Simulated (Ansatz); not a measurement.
FeGe:

```
Ge Fe
1.0
     4.99760    0.00000    0.00000
    -2.49880    4.32805    0.00000
     0.00000    0.00000    4.11576
Ge Fe
3 3
Direct
  0.66667 0.33333 0.50000
  0.33333 0.66667 0.50000
  0.00000 0.00000 0.00000
  0.00000 0.50000 0.00000
  0.50000 0.50000 0.00000
  0.50000 0.00000 0.00000
```

The cell is a database's computed one.

* Program: Ansatz 0.2.0
* Task: relaxation of cell and atoms
* Functional: PBEsol
* Potentials or basis: Ansatz PAW
* Cutoff: 420 eV (not typed: the program's choice for these potentials)
* k mesh: 6 × 6 × 7
* Occupations: fermi-dirac, width 0.05 eV
* Spin: collinear spin, ferromagnetic start
* Starting moments: [0.0, 0.0, 0.0, 3.0, 3.0, 3.0] μB

At the start: volume 14.84 Å³/atom.

Question: Where does the relaxation end?

Answer: It ends after 5 steps and the volume is 13.79 Å³/atom (-7.0 %); space group P6/mmm (No. 191, to 0.05 Å); moment 3.91 μB per cell.

The path:
```csv
step,energy change (eV),largest force (eV/Å),volume (Å³)
1,0.0000,0.0000,89.02
2,-0.2011,0.0000,84.30
3,-0.2170,0.0000,82.53
4,-0.2173,0.0000,82.76
5,-0.2151,0.0000,82.76
```

Final structure:
```cif
data_structure
_symmetry_space_group_name_H-M 'P 1'
_symmetry_Int_Tables_number 1
_cell_length_a 4.8970
_cell_length_b 4.8970
_cell_length_c 3.9851
_cell_angle_alpha 90.000
_cell_angle_beta 90.000
_cell_angle_gamma 120.000
_cell_volume 82.76
loop_
_atom_site_label
_atom_site_type_symbol
_atom_site_fract_x
_atom_site_fract_y
_atom_site_fract_z
_atom_site_occupancy
Ge1 Ge 0.66667 0.33333 0.50000 1
Ge2 Ge 0.33333 0.66667 0.50000 1
Ge3 Ge 0.00000 0.00000 0.00000 1
Fe1 Fe 0.00000 0.50000 0.00000 1
Fe2 Fe 0.50000 0.50000 0.00000 1
Fe3 Fe 0.50000 0.00000 0.00000 1
```

Caveat: the plane-wave basis is chosen anew once the cell has moved, so the energies of steps on either side of that aren't comparable; the PAW data sets come from PBE, with cores solved anew for the run's functional, which leaves a small shift of forces and pressure.
